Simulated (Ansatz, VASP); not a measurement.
C: VASP beside Ansatz

INCAR

```
PREC = Accurate ; ENCUT = 520
EDIFF = 1E-6 ; ISMEAR = 0
SIGMA = 0.05 ; LREAL = F
LASPH = T ; NELM = 80
ALGO = Normal ; ISIF = 2
LWAVE = F ; LCHARG = F
NBANDS = 11
```

KPOINTS

```
Automatic mesh
0
Gamma
  12 12 12
```

Contents of POSCAR:

```
C
1.0
    1.1666250292      0.6735512746      3.5143613814
   -1.1666250292      0.6735512746      3.5143613814
    0.0000000000     -1.3471025493      3.5143613814
C
2
Direct
    0.1640000000      0.1640000000      0.1640000000
    0.8360000000      0.8360000000      0.8360000000
```

Input for Ansatz:

```yaml
crystal:
  lattice:
    - [1.1666250292, 0.6735512746, 3.5143613814]
    - [-1.1666250292, 0.6735512746, 3.5143613814]
    - [0.0, -1.3471025493, 3.5143613814]
  atoms:
    - { symbol: C, position: [0.164, 0.164, 0.164] }
    - { symbol: C, position: [0.836, 0.836, 0.836] }
basis:
  ecutwfc: 420
kpoints:
  mp_grid: { grid: [12, 12, 12] }
hamiltonian:
  xc: lda
scf:
  occupations: { method: gaussian, width: 0.05 }
output:
  forces: true
  stress: true
  eigenvalues: true
```

Change from the starting cell: strain -0.050 along x and y, +0.050 along z, atoms carried along.

Alike in both runs: task single point; functional LDA; k mesh 12 × 12 × 12; occupations gaussian, width 0.05 eV; no spin polarisation.

|  | VASP | Ansatz |
| --- | --- | --- |
| version | VASP 6.6.1 | Ansatz 0.2.0 |
| potentials or method | VASP PAW LDA potentials, release 64 (C) | scalar-relativistic, plane waves, PAW |
| plane-wave cutoff (eV) | 520 | 420 |
| valence electrons in the cell | 8 | 8 |

```tsv
	VASP	Ansatz	Ansatz less VASP
gap on the k mesh at the Fermi level (eV)	0.55	0.55	-0.002
least direct gap on the mesh (eV)	0.55	0.55	-0.002
pressure (GPa)	47.0	46.3	-0.75
largest component of the traceless stress (GPa)	49.32	48.40	-0.919
rms of the force components (eV/Å)	0.513	0.515	+0.0025
```

Atom by atom the forces differ by 0.003 eV/Å (rms over components).

Caveats: so large a pressure means that the cell lies far from this level's equilibrium, or that cutoff or potentials fall short (VASP).
